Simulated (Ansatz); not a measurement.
**Fe: further runs on the relaxed cell**

The task here is to estimate one member of a computed series from the others.

This is Fe in the hcp structure; at room conditions it is bcc.

Method: DFT PBEsol, scalar-relativistic, plane waves, PAW, in Ansatz 0.2.0.

1 further run of the same task is left out (set aside as unsound or not needed).

## The starting structure

It takes space group P6_3/mmc (No. 194, hexagonal). The conventional cell has a = 2.429 Å, b = 2.429 Å, c = 3.842 Å, α = 90.00°, β = 90.00°, γ = 120.00°. Fe (site symmetry -6m2) has 12 Fe at 2.38 to 2.43 Å as nearest neighbours.

Coordinates:

```xyz
2
Lattice="2.4289 0.0000 0.0000 -1.2145 2.1035 0.0000 0.0000 0.0000 3.8416" Properties=species:S:1:pos:R:3 pbc="T T T"
Fe    0.0000    1.4023    0.9604
Fe    1.2145    0.7012    2.8812
```

It goes back to an entry of the Materials Project, which need not be the stable form.

It is the result of an earlier relaxation at this level (volume 9.81 Å³/atom; gap on the mesh: none (metal)).

Set-up of the first run:

input.yaml

```yaml
crystal:
  lattice:
    - [2.4289325968, 0.0, 0.0]
    - [-1.2144662984, 2.1035173329, 0.0]
    - [0.0, 0.0, 3.841631213]
  atoms:
    - { symbol: Fe, position: [0.3333333333, 0.6666666667, 0.25] }
    - { symbol: Fe, position: [0.6666666667, 0.3333333333, 0.75] }
basis:
  ecutwfc: 420
kpoints:
  mp_grid: { grid: [18, 18, 12] }
  band_path:
    path:
      - [[0.0, 0.0, 0.0], [0.5, 0.0, 0.0], [0.33333333, 0.33333333, 0.0], [0.0, 0.0, 0.0], [0.0, 0.0, 0.5], [0.5, 0.0, 0.5], [0.33333333, 0.33333333, 0.5], [0.0, 0.0, 0.5]]
      - [[0.5, 0.0, 0.5], [0.5, 0.0, 0.0]]
      - [[0.33333333, 0.33333333, 0.5], [0.33333333, 0.33333333, 0.0]]
    npoints: 14
hamiltonian:
  xc: pbesol
scf:
  occupations: { method: gaussian, width: 0.1 }
  n_extra_bands: 6
output:
  forces: true
  stress: true
  eigenvalues: true
  populations: true
  dos: { projected: true, de: 0.02, nscf_kmesh: { grid: [27, 27, 18] } }
  bader: true
  write_density: true
  write_potential: true
  elf: true
  volumetric_format: npy
```

On the command line:

```bash
ansatz run input.yaml --threads 1 --pin off --max-ram 2560MiB --backend cpu --events-out ev --progress --plain --runs-dir out
```

Among the steps run: Electronic structure at the relaxed geometry; Back to the database's cell; Point at V/V0 = 0.97; The cell scaled to 1.03 of its volume; Volume × 0.94; Point at V/V0 = 1.06; Point at V/V0 = 0.91; Point at V/V0 = 1.10; The cell scaled to 0.88 of its volume.

One table of the session follows, with a row left open; its other results are not shown here.

It belongs to the step «Fit of the equation of state». 

| volume (Å³/atom) | energy above the lowest point (meV/atom) | pressure (GPa) |
| --- | --- | --- |
| 8.636 | 180.4 | 55.35 |
| 8.931 | ? | ? |
| 9.225 | 39.8 | 23.09 |
| 9.520 | 9.3 | 10.58 |
| 9.814 | 0.0 | 0.00 |
| 10.108 | 8.6 | -8.96 |
| 10.403 | 32.3 | -16.53 |
| 10.795 | 83.6 | -24.82 |

**Question.** Estimate the row for volume (Å³/atom) = 8.931.

Worked estimate for «energy above the lowest point (meV/atom)». A straight line through the neighbours (8.636, 180.4) and (9.225, 39.8) gives 180.4 + (39.8 − 180.4) × (8.931 − 8.636) / (9.225 − 8.636) = 110.0; a parabola fitted to 3 rows on both sides gives 96.7.

The run gave: energy above the lowest point (meV/atom): 95.3; pressure (GPa): 37.87. In «energy above the lowest point (meV/atom)» the line misses by +14.7 and the parabola by +1.4.

Caveats from the session: The final runs have no spin polarisation, so no magnetic state was tried and one may lie lower. Real Fe is ferromagnetic; without spin these runs don't describe its ground state.
